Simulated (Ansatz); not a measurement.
# Ru (omega type): how the settings move a single-point run

Aim: see which settings change the result for Ru (omega type), by how much, and at what cost.

Method: reference: DFT, PBE, all-electron LAPW, scalar-relativistic, in Ansatz 0.2.0.

### Step 1. The structure to begin with

It takes space group P6/mmm (No. 191, hexagonal). The conventional cell has a = 3.267 Å, b = 3.267 Å, c = 1.970 Å, α = 90.00°, β = 90.00°, γ = 120.00°. Around Ru (site symmetry 6/mmm) lie 14 Ru at 1.97 to 2.13 Å. Ru (site symmetry -6m2) has 11 Ru at 1.89 to 2.13 Å as nearest neighbours.

As a file:

```cif
data_structure
_symmetry_space_group_name_H-M 'P6/mmm'
_symmetry_Int_Tables_number 191
_cell_length_a 3.2673
_cell_length_b 3.2673
_cell_length_c 1.9700
_cell_angle_alpha 90.000
_cell_angle_beta 90.000
_cell_angle_gamma 120.000
_cell_volume 18.21
loop_
_atom_site_label
_atom_site_type_symbol
_atom_site_symmetry_multiplicity
_atom_site_Wyckoff_symbol
_atom_site_fract_x
_atom_site_fract_y
_atom_site_fract_z
_atom_site_occupancy
Ru1 Ru 1 a 0.00000 0.00000 0.00000 1
Ru2 Ru 2 d 0.33333 0.66667 0.50000 1
```

### Step 2. Baseline

Contents of input.yaml:

```yaml
crystal:
  lattice:
    - [3.2672799074, 0.0, 0.0]
    - [-1.6336399537, 2.8295474011, 0.0]
    - [0.0, 0.0, 1.9699655294]
  atoms:
    - { symbol: Ru, position: [0.0, 0.0, 0.0] }
    - { symbol: Ru, position: [0.3333333333, 0.6666666667, 0.5] }
    - { symbol: Ru, position: [0.6666666667, 0.3333333333, 0.5] }
kpoints:
  mp_grid: { grid: [9, 9, 13] }
  band_path:
    path:
      - [0.0, 0.0, 0.0]
      - [0.5, 0.0, 0.0]
      - [0.3333333333, 0.3333333333, 0.0]
      - [0.0, 0.0, 0.0]
      - [0.0, 0.0, 0.5]
      - [0.5, 0.0, 0.5]
      - [0.3333333333, 0.3333333333, 0.5]
      - [0.0, 0.0, 0.5]
      - [0.5, 0.0, 0.5]
    npoints: 8
scf:
  occupations: { method: fermi_dirac, width: 0.08 }
hamiltonian:
  xc: pbe
  pseudopotentials: { kind: all_electron, lapw: { basis_error: 0.001 } }
output:
  forces: true
  stress: true
  eigenvalues: true
  populations: true
  dos: { projected: true, de: 0.2, e_range: [-14, 8] }
```

The run is started by

```sh
$ ansatz run input.yaml --threads 1 --pin off --max-ram 3072MiB --backend cpu --events-out ev --progress --plain --runs-dir out
```

### Step 3. Variant: mp_grid.grid [11, 11, 16]

input.yaml: that of step 2 with these lines changed.

```diff
@@ -10,3 +10,3 @@
 kpoints:
-  mp_grid: { grid: [9, 9, 13] }
+  mp_grid: { grid: [11, 11, 16] }
   band_path:
@@ -33,2 +33 @@
   populations: true
-  dos: { projected: true, de: 0.2, e_range: [-14, 8] }
```

What does the calculation give? Wanted: for each run, ending; energy change; pressure; gap; force.

**Answer**, as computed:

```tsv
run	ending	energy change	pressure (GPa)	gap (eV)	force (eV/Å)	cycles	time
reference	converged	0	1604.5	0.00	0.00	7	95 s
1: mp_grid.grid [11, 11, 16]	converged	-9.6 meV/atom	1605.1	0.00	0.00	7	2.4 min
```

Times don't compare one to one where runs were asked for different outputs or read a saved state (see the inputs); cycles may leave out searches for a lower state.

Residual by cycle in the longest SCF loop of each run; runs are numbered as in the table. The quantity is the density residual dr2, in eV.

```tsv
cycle	reference	run 1
1	0.0437	0.0413
2	0.0183	0.0156
3	0.0101	0.00753
4	1.0e-3	9.7e-4
5	6.2e-5	6.8e-5
6	1.4e-6	1.5e-6
7	4.4e-9	4.6e-9
```

**Reading.** Changing the k-point mesh moves the energy by -9.6 meV/atom, and the pressure goes from 1604.5 to 1605.1 GPa. The energy is not variational in the mesh, so the sign tells nothing. The structure is not at rest: the sound run finds 1605 GPa, so these are no properties of the relaxed crystal. 
